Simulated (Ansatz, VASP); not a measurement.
**One calculation of ZnSe, two programs**

Contents of INCAR:

```
SYSTEM = ZnSe
PREC = Accurate
ENCUT = 520
EDIFF = 1E-7
ISMEAR = 0
SIGMA = 0.01
LREAL = .FALSE.
LASPH = .TRUE.
NELM = 60
ALGO = Normal
ISIF = 2
LWAVE = .FALSE.
LCHARG = .FALSE.
NBANDS = 16
```

KPOINTS

```
regular mesh
0
G
  8 8 8
  0 0 0
```

The input POSCAR:

```
ZnSe
1.0
    2.7837594218      2.7837594218      0.0000000000
   -2.7837594218      2.7837594218      0.0000000000
    0.0000000000      2.7837594218      2.7837594218
Zn Se
1 1
Direct
    0.0000000000      0.0000000000      0.0000000000
    0.7500000000      0.2500000000      0.5000000000
```

Input for Ansatz:

```yaml
crystal:
  lattice:
    - [2.78375942179, 2.78375942179, 0.0]
    - [-2.78375942179, 2.78375942179, 0.0]
    - [0.0, 2.78375942179, 2.78375942179]
  atoms:
    - { symbol: Zn, position: [0.0, 0.0, 0.0] }
    - { symbol: Se, position: [0.75, 0.25, 0.5] }
kpoints:
  mp_grid: { grid: [8, 8, 8] }
scf:
  occupations: { method: fixed }
  convergence: { dr2_threshold: 1.0e-10 }
hamiltonian:
  xc: lda
  pseudopotentials: { kind: all_electron, lapw: { basis_error: 0.0005 } }
output:
  forces: true
  stress: true
  eigenstates:
    kpoints:
      - [0.0, 0.0, 0.0]
      - [-0.5, -0.5, -0.5]
      - [-0.5, 0.5, 0.0]
      - [0.0, 0.0, -0.5]
      - [0.0, -0.5, -0.5]
      - [0.0, 0.5, 0.0]
      - [-0.5, 0.0, 0.0]
      - [-0.5, 0.0, -0.5]
  eigenvalues: true
```

Change from the starting cell: unstrained.

Alike in both runs: task single point; functional LDA; k mesh 8 × 8 × 8; no spin polarisation.

|  | VASP | Ansatz |
| --- | --- | --- |
| version | VASP 6.6.1 | Ansatz 0.2.0 |
| potentials or method | VASP PAW LDA potentials, release 64 (Zn, Se) | all-electron LAPW, scalar-relativistic |
| plane-wave cutoff (eV) | 520 | see its input |
| occupations | gaussian, width 0.01 eV | fixed |

VASP gave:

- gap on the k mesh at the Fermi level (eV): 1.29
- pressure (GPa): 0.4

**Question.** What did Ansatz give for the same quantities?

**Answer.** gap on the k mesh at the Fermi level (eV): 1.25; pressure (GPa): 0.0.

Ansatz ran all-electron here, so the differences hold the error of VASP's frozen core and of both bases.
